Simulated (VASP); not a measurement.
# YN (Fm-3m) in VASP: a series of runs

The runs below take YN through relaxation of cell and atoms, with r2SCAN, r2SCAN+rVV10.

All numbers are computed with VASP 6.6.1; they aren't measurements. Logs are shortened: lines on timing, memory, paths and dates and some standing lists are left out, and cuts for length are marked.

## 1. Starting point

It takes space group Fm-3m (No. 225, cubic). The conventional cell has a = 4.897 Å, b = 4.897 Å, c = 4.897 Å, α = 90.00°, β = 90.00°, γ = 90.00°. Y (site symmetry m-3m) has 6 N at 2.45 Å as nearest neighbours. Around N (site symmetry m-3m) lie 6 Y at 2.45 Å.

The cell comes from a database or a generator and needn't be the stable form of this composition.

## 2. Relaxation of cell and atoms, r2SCAN

Input file INCAR:

```
PREC = Accurate
ENCUT = 600
EDIFF = 1E-7
ISMEAR = 0
SIGMA = 0.1
LREAL = False
LASPH = True
NELM = 100
ALGO = Normal
ISIF = 3
LWAVE = False
LCHARG = False
METAGGA = R2SCAN
LMIXTAU = True
IBRION = 2
NSW = 90
EDIFFG = -0.005
```

Input file KPOINTS:

```
Automatic mesh
0
Gamma
  12 12 12
```

Input file POSCAR:

```
YN
1.0
    0.0000000000      2.4483614500      2.4483614500
    2.4483614500      0.0000000000      2.4483614500
    2.4483614500      2.4483614500      0.0000000000
Y N
1 1
Direct
    0.0000000000      0.0000000000      0.0000000000
    0.5000000000      0.5000000000      0.5000000000
```

Potentials or basis: VASP PAW PBE potentials, release 64 (Y_sv, N).

Run with:

```
> cat potpaw_PBE.64/Y_sv/POTCAR potpaw_PBE.64/N/POTCAR > POTCAR
> mpirun -np 1 vasp_std > vasp.out
```

OUTCAR:

```text
PREC = Accurate
   ENCUT = 600
   EDIFF = 1E-7
   ISMEAR = 0
   LREAL = False
   LASPH = True
   NELM = 100
   ISIF = 3
   METAGGA = R2SCAN
   IBRION = 2
   NSW = 90
   EDIFFG = -0.005

 ion  position               nearest neighbor table
   1  0.000  0.000  0.000-   2 2.45   2 2.45   2 2.45   2 2.45   2 2.45   2 2.45
   2  0.500  0.500  0.500-   1 2.45   1 2.45   1 2.45   1 2.45   1 2.45   1 2.45

  LATTYP: Found a face centered cubic cell.
 ALAT       =     4.8967229000

  Lattice vectors:

 A1 = (   0.0000000000,   2.4483614500,   2.4483614500)
 A2 = (   2.4483614500,   0.0000000000,   2.4483614500)
 A3 = (   2.4483614500,   2.4483614500,   0.0000000000)

Analysis of symmetry for initial positions (statically):
=====================================================================
 Subroutine PRICEL returns:
 Original cell was already a primitive cell.

 Routine SETGRP: Setting up the symmetry group for a
 face centered cubic supercell.

 Subroutine GETGRP returns: Found 48 space group operations
 (whereof 48 operations were pure point group operations)
 out of a pool of 48 trial point group operations.

The static configuration has the point symmetry O_h .

Analysis of symmetry for dynamics (positions and initial velocities):
=====================================================================
 Subroutine PRICEL returns:
 Original cell was already a primitive cell.

 Routine SETGRP: Setting up the symmetry group for a
 face centered cubic supercell.

 Subroutine GETGRP returns: Found 48 space group operations
 (whereof 48 operations were pure point group operations)
 out of a pool of 48 trial point group operations.

The dynamic configuration has the point symmetry O_h .

 Subroutine INISYM returns: Found 48 space group operations
 (whereof 48 operations are pure point group operations),
 and found     1 'primitive' translations

----------------------------------------------------------------------------------------

                                     Primitive cell

  volume of cell :      29.3533

  direct lattice vectors                    reciprocal lattice vectors
     0.000000000  2.448361450  2.448361450    -0.204218213  0.204218213  0.204218213
     2.448361450  0.000000000  2.448361450     0.204218213 -0.204218213  0.204218213
     2.448361450  2.448361450  0.000000000     0.204218213  0.204218213 -0.204218213

  length of vectors
     3.462505968  3.462505968  3.462505968     0.353716321  0.353716321  0.353716321

  position of ions in fractional coordinates (direct lattice)
     0.000000000  0.000000000  0.000000000
     0.500000000  0.500000000  0.500000000

  ion indices of the primitive-cell ions
   primitive index   ion index
                 1           1
                 2           2

----------------------------------------------------------------------------------------

 KPOINTS: Automatic mesh

Automatic generation of k-mesh.
 Grid dimensions read from file:
 generate k-points for:   12   12   12

 Generating k-lattice:

  Cartesian coordinates                     Fractional coordinates (reciprocal lattice)
    -0.017018184  0.017018184  0.017018184     0.083333333  0.000000000  0.000000000
     0.017018184 -0.017018184  0.017018184     0.000000000  0.083333333  0.000000000
     0.017018184  0.017018184 -0.017018184     0.000000000  0.000000000  0.083333333

  Length of vectors
     0.029476360  0.029476360  0.029476360

  Shift w.r.t. Gamma in fractional coordinates (k-lattice)
     0.000000000  0.000000000  0.000000000

 Subroutine IBZKPT returns following result:
 ===========================================

 Found     72 irreducible k-points:

 Following reciprocal coordinates:
            Coordinates               Weight
  0.000000  0.000000  0.000000      1.000000
  0.083333  0.000000  0.000000      8.000000
  0.166667  0.000000  0.000000      8.000000
  0.250000  0.000000  0.000000      8.000000
  0.333333  0.000000  0.000000      8.000000
  0.416667  0.000000  0.000000      8.000000
[... 16 lines left out ...]
  0.500000  0.166667  0.000000     24.000000
 -0.416667  0.166667  0.000000     24.000000
 [... further k-points ...]
   k-points           NKPTS =     72   k-points in BZ     NKDIM =     72   number of bands    NBANDS=     12
   number of dos      NEDOS =    301   number of ions     NIONS =      2
   total plane-waves  NPLWV =  21952
   dimension x,y,z NGX =    28 NGY =   28 NGZ =   28
   dimension x,y,z NGXF=    56 NGYF=   56 NGZF=   56
   ions per type =               1   1
   NGX,Y,Z   is equivalent  to a cutoff of  13.44, 13.44, 13.44 a.u.
   NGXF,Y,Z  is equivalent  to a cutoff of  26.89, 26.89, 26.89 a.u.
 SYSTEM =  unknown system
   PREC   = accura    normal or accurate (medium, high low for compatibility)
   ISTART =      0    job   : 0-new  1-cont  2-samecut
   ICHARG =      2    charge: 1-file 2-atom 10-const
   ISPIN  =      1    spin polarized calculation?
   LNONCOLLINEAR =      F non collinear calculations
   LSORBIT =      F    spin-orbit coupling
   LASPH  =      T    aspherical Exc in radial PAW
   ENCUT  =  600.0 eV  44.10 Ry    6.64 a.u.   6.92  6.92  6.92*2*pi/ulx,y,z
   NELM   =    100;   NELMIN=  2; NELMDL= -5     # of ELM steps
   EDIFF  = 0.1E-06   stopping-criterion for ELM
   LREAL  =      F    real-space projection
   EDIFFG = -.5E-02   stopping-criterion for IOM
   NSW    =     90    number of steps for IOM
   IBRION =      2    ionic relax: 0-MD 1-quasi-New 2-CG
   NFREE  =      1    steps in history (QN), initial steepest desc. (CG)
   ISIF   =      3    stress and relaxation
   ISYM   =      2    0-nonsym 1-usesym 2-fastsym
   POTIM  = 0.5000    time-step for ionic-motion
   TEBEG  =    0.0;   TEEND  =   0.0 temperature during run
   PSTRESS=    0.0 pullay stress
   NELECT =      16.0000    total number of electrons
   NUPDOWN=      -1.0000    fix difference up-down
   EMIN   =  10.00;   EMAX   =-10.00  energy-range for DOS
   EFERMI =   0.00;   METHOD = LEGACY
   ISMEAR =     0;   SIGMA  =   0.10  broadening in eV -4-tet -1-fermi 0-gaus
   EFERMI_NEDOS =   21; number of points for ismear=-14 and -15
   IALGO  =     38    algorithm
   IMIX   =      4    mixing-type and parameters
     AMIX     =   0.40;   BMIX     =  1.00
     AMIX_MAG =   1.60;   BMIX_MAG =  1.00
  volume/ion in A,a.u.               =      14.68        99.04
  Fermi-wavevector in a.u.,A,eV,Ry     =   1.337301  2.527133 24.332319  1.788375
  Thomas-Fermi vector in A             =   2.465861
   LORBIT       =      0    0 simple, 1 ext, 2 COOP (PROOUT), +10 PAW based schemes
   METAGGA = R2SCAN    functional components
   LHFCALC =     F    Hartree Fock is set to
   AEXX    =    0.0000 exact exchange contribution
   IVDW    =     0    specifies the selected vdW correction
   LEPSILON=     F    determine dielectric tensor
   LRPA    =     F    only Hartree local field effects (RPA)
 conjugate gradient relaxation of ions
 non-spin polarized calculation
 Gauss-broadening in eV      SIGMA  =   0.10
  energy-cutoff  :      600.00
  volume of cell :       29.35
 maximum number of plane-waves:      1002
   NGX = 13   NGY = 13   NGZ = 13

 number of electron      16.0000002 magnetization

 Free energy of the ion-electron system (eV)
  ---------------------------------------------------
  ext. energy  EPLUGINS =         0.00000000
  ---------------------------------------------------
  free energy    TOTEN  =       -33.44297211 eV

  energy without entropy =      -33.44297209  energy(sigma->0) =      -33.44297210

 E-fermi :   4.2902     XC(G=0): -11.8542

 val. band max:        3.9912897799   @ k =   0.0000   0.0000   0.0000
 cond. band min:       4.5891632684   @ k =   0.5000   0.5000   0.0000
 fundamental gap:      0.5978734884
 Fermi energy:         4.2902192232

 k-point     1 :       0.0000    0.0000    0.0000
  band No.  band energies     occupation
      1     -38.1987      2.00000
      2     -17.1864      2.00000
      3     -17.1864      2.00000
      4     -17.1864      2.00000
      5      -9.6566      2.00000
      6       3.9913      1.99998
      7       3.9913      1.99998
      8       3.9913      1.99998
      9       7.5649      0.00000
     10       7.5649      0.00000
     11       7.5649      0.00000
     12       8.8240      0.00000

 k-point     2 :       0.0833    0.0000    0.0000
  band No.  band energies     occupation
      1     -38.1907      2.00000
      2     -17.2752      2.00000
      3     -17.1917      2.00000
      4     -17.1917      2.00000
      5      -9.5347      2.00000
      6       3.5573      2.00000
      7       3.7492      2.00000
      8       3.7492      2.00000
      9       7.6265      0.00000
     10       7.7396      0.00000
     11       7.7396      0.00000
     12       9.2274      0.00000

 k-point     3 :       0.1667    0.0000    0.0000
  band No.  band energies     occupation
      1     -38.1689      2.00000
      2     -17.5065      2.00000
      3     -17.2061      2.00000
      4     -17.2061      2.00000
      5      -9.2092      2.00000
      6       2.6137      2.00000
      7       3.2025      2.00000
      8       3.2025      2.00000
      9       7.7825      0.00000
     10       8.2168      0.00000
     11       8.2168      0.00000
     12      10.1821      0.00000
[... 286 lines left out ...]
 k-point    23 :       0.5000    0.1667    0.0000
  band No.  band energies     occupation
      1     -38.0687      2.00000
      2     -18.1829      2.00000
      3     -17.4132      2.00000
      4     -17.3263      2.00000
      5      -8.2672      2.00000
      6       0.6110      2.00000
      7       1.9447      2.00000
      8       2.1207      2.00000
      9       8.3531      0.00000
     10      10.5687      0.00000
     11      11.1577      0.00000
     12      12.5848      0.00000

 k-point    24 :      -0.4167    0.1667    0.0000
  band No.  band energies     occupation
      1     -38.0666      2.00000
      2     -18.1982      2.00000
      3     -17.4484      2.00000
      4     -17.3008      2.00000
      5      -8.2010      2.00000
      6       0.4833      2.00000
      7       1.9103      2.00000
      8       2.0372      2.00000
      9       9.3797      0.00000
     10       9.8631      0.00000
     11      10.7072      0.00000
     12      12.6294      0.00000

 [... further k-points ...]

------------------------ aborting loop because EDIFF is reached ----------------------------------------

  FORCE on cell =-STRESS in cart. coord.  units (eV):
  Direction    XX          YY          ZZ          XY          YZ          ZX
  --------------------------------------------------------------------------------------
  -------------------------------------------------------------------------------------
  Total       -0.0028595     -0.0028595     -0.0028595      0.0000000     -0.0000000     -0.0000000
  in kB       -0.1560764     -0.1560764     -0.1560764      0.0000000     -0.0000000     -0.0000000
  external PRESSURE =      -0.1560764 kB  Pullay stress =       0.0000000 kB

 VOLUME and BASIS-vectors are now :
 -----------------------------------------------------------------------------
  energy-cutoff  :      600.00
  volume of cell :       29.35
      direct lattice vectors                 reciprocal lattice vectors
     0.000000000  2.448361450  2.448361450    -0.204218213  0.204218213  0.204218213
     2.448361450  0.000000000  2.448361450     0.204218213 -0.204218213  0.204218213
     2.448361450  2.448361450  0.000000000     0.204218213  0.204218213 -0.204218213

 POSITION                                       TOTAL-FORCE (eV/Angst)
 -----------------------------------------------------------------------------------
      0.00000      0.00000      0.00000         0.000000      0.000000      0.000000
      2.44836      2.44836      2.44836         0.000000      0.000000     -0.000000
 -----------------------------------------------------------------------------------
    total drift:                                0.000000      0.000000      0.000000

  FREE ENERGIE OF THE ION-ELECTRON SYSTEM (eV)
  ---------------------------------------------------
  free  energy   TOTEN  =       -33.4429721127 eV

  energy  without entropy=      -33.4429720869  energy(sigma->0) =      -33.44297210

 reached required accuracy - stopping structural energy minimisation
```

Run time: 84 s. Hardware: 1 thread of Intel Xeon 6975P-C (Granite Rapids), shared host; peak memory 0.21 GiB.

What came out:

```
Free energy             : -33.4430 eV
Pressure after relaxing : 0.0 GPa
Band gap on the k mesh  : 0.60 eV, indirect (least direct gap 1.00 eV)
```

Final structure:
```
Y N
1.0
     0.00000    2.44836    2.44836
     2.44836    0.00000    2.44836
     2.44836    2.44836    0.00000
Y N
1 1
Direct
  0.00000 0.00000 0.00000
  0.50000 0.50000 0.50000
```

Caveat: the relaxation stopped at its first step, so nothing moved; the PAW data sets were made with another functional, which shifts forces and pressure a little.

## 3. Relaxation of cell and atoms, r2SCAN+rVV10

Changes to INCAR since step 2:

```diff
@@ -14,2 +14,6 @@
 LMIXTAU = True
+LUSE_VDW = True
+IVDW_NL = 2
+BPARAM = 11.95
+CPARAM = 0.0093
 IBRION = 2
```

KPOINTS is that of step 2.

POSCAR is that of step 2.

Potentials or basis: VASP PAW PBE potentials, release 64 (Y_sv, N).

Run with:

```
> cat potpaw_PBE.64/Y_sv/POTCAR potpaw_PBE.64/N/POTCAR > POTCAR
> mpirun -np 1 vasp_std > vasp.out
```

OUTCAR:

```text
PREC = Accurate
   ENCUT = 600
   EDIFF = 1E-7
   ISMEAR = 0
   LREAL = False
   LASPH = True
   NELM = 100
   ISIF = 3
   METAGGA = R2SCAN
   IVDW_NL = 2
   BPARAM = 11.95
   IBRION = 2
   NSW = 90
   EDIFFG = -0.005

 ion  position               nearest neighbor table
   1  0.000  0.000  0.000-   2 2.45   2 2.45   2 2.45   2 2.45   2 2.45   2 2.45
   2  0.500  0.500  0.500-   1 2.45   1 2.45   1 2.45   1 2.45   1 2.45   1 2.45

  LATTYP: Found a face centered cubic cell.
 ALAT       =     4.8967229000

  Lattice vectors:

 A1 = (   0.0000000000,   2.4483614500,   2.4483614500)
 A2 = (   2.4483614500,   0.0000000000,   2.4483614500)
 A3 = (   2.4483614500,   2.4483614500,   0.0000000000)

Analysis of symmetry for initial positions (statically):
=====================================================================
 Subroutine PRICEL returns:
 Original cell was already a primitive cell.

 Routine SETGRP: Setting up the symmetry group for a
 face centered cubic supercell.

 Subroutine GETGRP returns: Found 48 space group operations
 (whereof 48 operations were pure point group operations)
 out of a pool of 48 trial point group operations.

The static configuration has the point symmetry O_h .

Analysis of symmetry for dynamics (positions and initial velocities):
=====================================================================
 Subroutine PRICEL returns:
[... 236 lines left out ...]
  ---------------------------------------------------
  ext. energy  EPLUGINS =         0.00000000
  ---------------------------------------------------
  free energy    TOTEN  =       -33.14359356 eV

  energy without entropy =      -33.14359349  energy(sigma->0) =      -33.14359352

 E-fermi :   4.2930     XC(G=0): -11.9257

 val. band max:        4.0116622959   @ k =   0.0000   0.0000   0.0000
 cond. band min:       4.5743775876   @ k =   0.5000   0.5000   0.0000
 fundamental gap:      0.5627152917
 Fermi energy:         4.2930141224

 k-point     1 :       0.0000    0.0000    0.0000
  band No.  band energies     occupation
      1     -38.1145      2.00000
      2     -17.1001      2.00000
      3     -17.1001      2.00000
      4     -17.1001      2.00000
      5      -9.6542      2.00000
      6       4.0116      1.99993
      7       4.0116      1.99993
      8       4.0117      1.99993
      9       7.5862      0.00000
     10       7.5862      0.00000
     11       7.5862      0.00000
     12       8.8649      0.00000
[... 331 lines left out ...]
 k-point    24 :      -0.4167    0.1667    0.0000
  band No.  band energies     occupation
      1     -37.9778      2.00000
      2     -18.1423      2.00000
      3     -17.3696      2.00000
      4     -17.2175      2.00000
      5      -8.1702      2.00000
      6       0.4762      2.00000
      7       1.9146      2.00000
      8       2.0457      2.00000
      9       9.4132      0.00000
     10       9.9040      0.00000
     11      10.7661      0.00000
     12      12.7039      0.00000

 [... further k-points ...]

------------------------ aborting loop because EDIFF is reached ----------------------------------------

  FORCE on cell =-STRESS in cart. coord.  units (eV):
  Direction    XX          YY          ZZ          XY          YZ          ZX
  --------------------------------------------------------------------------------------
  -------------------------------------------------------------------------------------
  Total       -0.0000572     -0.0000572     -0.0000572      0.0000000      0.0000000     -0.0000000
  in kB       -0.0031438     -0.0031438     -0.0031438      0.0000000      0.0000000     -0.0000000
  external PRESSURE =      -0.0031438 kB  Pullay stress =       0.0000000 kB
[... 17 lines left out ...]
  FREE ENERGIE OF THE ION-ELECTRON SYSTEM (eV)
  ---------------------------------------------------
  free  energy   TOTEN  =       -33.1435935583 eV

  energy  without entropy=      -33.1435934868  energy(sigma->0) =      -33.14359352

 reached required accuracy - stopping structural energy minimisation
```

OSZICAR:

```text
N       E                     dE             d eps       ncg     rms          rms(c)
DAV:   1     0.455895529902E+02    0.45590E+02   -0.98332E+03  1728   0.154E+03
DAV:   2    -0.372361603624E+02   -0.82826E+02   -0.75449E+02  2284   0.283E+02
DAV:   3    -0.411975019944E+02   -0.39613E+01   -0.39163E+01  2292   0.556E+01
DAV:   4    -0.413401813802E+02   -0.14268E+00   -0.14250E+00  2276   0.945E+00
[... 46 lines left out ...]
DAV:   8    -0.331435905284E+02    0.39912E-04   -0.15059E-05  3232   0.461E-02    0.964E-03
DAV:   9    -0.331435961338E+02   -0.56054E-05   -0.90013E-07  1956   0.122E-02    0.203E-03
DAV:  10    -0.331435941779E+02    0.19559E-05   -0.18310E-07  2064   0.349E-03    0.152E-03
DAV:  11    -0.331435935974E+02    0.58049E-06   -0.12523E-07  1052   0.511E-03    0.717E-04
DAV:  12    -0.331435935583E+02    0.39152E-07   -0.18058E-08   904   0.137E-03
   3 F= -.33143594E+02 E0= -.33143594E+02  d E =-.594106E-03
```

CONTCAR:

```text
YN
   1.00000000000000
     0.0000000000000000    2.4433421568301910    2.4433421568301910
     2.4433421568301910   -0.0000000000000000    2.4433421568301910
     2.4433421568301910    2.4433421568301910   -0.0000000000000000
  Y               N
     1     1
Direct
     0.0000000000000000    0.0000000000000000    0.0000000000000000
     0.5000000000000000    0.5000000000000000    0.5000000000000000

  0.00000000E+00  0.00000000E+00  0.00000000E+00
  0.00000000E+00  0.00000000E+00  0.00000000E+00
```

It took 4.7 min on 1 thread of Intel Xeon 6975P-C (Granite Rapids), shared host; peak memory 0.32 GiB.

Results:

- Free energy: -33.1436 eV
- Relaxed volume: 14.59 Å³/atom
- Relaxed cell: a = 3.455 Å, b = 3.455 Å, c = 3.455 Å, α = 60.00°, β = 60.00°, γ = 60.00°
- Space group after relaxing (to 0.05 Å): Fm-3m (No. 225)
- Energy gained by relaxing: 0.3 meV/atom
- Ionic steps: 3
- Pressure after relaxing: 0.0 GPa
- Band gap on the k mesh: 0.56 eV, indirect (least direct gap 0.97 eV)

The path:
```
step  energy change (eV)  largest force (eV/Å)  pressure (GPa)  volume (Å³)
   1              0.0000                0.0000           -1.05        29.35
   2              0.0004                0.0000            1.36        28.95
   3             -0.0006                0.0000            0.00        29.17
```

Final structure:
```xyz
2
Lattice="0.0000 2.4433 2.4433 2.4433 0.0000 2.4433 2.4433 2.4433 0.0000" Properties=species:S:1:pos:R:3 pbc="T T T"
Y     0.0000    0.0000    0.0000
N     2.4433    2.4433    2.4433
```

Caveat: the PAW data sets were made with another functional, which shifts forces and pressure a little. r2SCAN opens gaps a little over a GGA but as a rule still falls short of measured ones.
